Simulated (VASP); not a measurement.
A run of VASP 6.6.1:

Contents of INCAR:

```
PREC = Accurate
ENCUT = 600
EDIFF = 1E-6
ISMEAR = 0
SIGMA = 0.03
LREAL = F
LASPH = T
NELM = 80
ALGO = Normal
ISIF = 3
LWAVE = F
LCHARG = F
METAGGA = R2SCAN
LMIXTAU = T
IBRION = 2
NSW = 90
EDIFFG = -0.01
```

KPOINTS

```
Automatic mesh
0
Gamma
  10 10 10
```

File POSCAR:

```
HgSe
1.0
    0.0000000000      3.0390000000      3.0390000000
    3.0390000000      0.0000000000      3.0390000000
    3.0390000000      3.0390000000      0.0000000000
Hg Se
1 1
Direct
    0.0000000000      0.0000000000      0.0000000000
    0.2500000000      0.2500000000      0.2500000000
```

Potentials or basis: VASP PAW PBE potentials, release 64 (Hg, Se).

Run with:

```bash
$ cat potpaw_PBE.64/Hg/POTCAR potpaw_PBE.64/Se/POTCAR > POTCAR
$ mpirun -np 1 vasp_std > vasp.out
```

Hardware: 1 thread of AMD EPYC 9R45 (Zen 5), with other jobs on the host.

**Question.** How long does it take, and how much memory?

**Answer.** Wall time 6.6 min on 1 thread of AMD EPYC 9R45 (Zen 5) (shared host), peak memory 0.22 GiB. Counts: scf iterations 44, k points 47, ion steps 3.
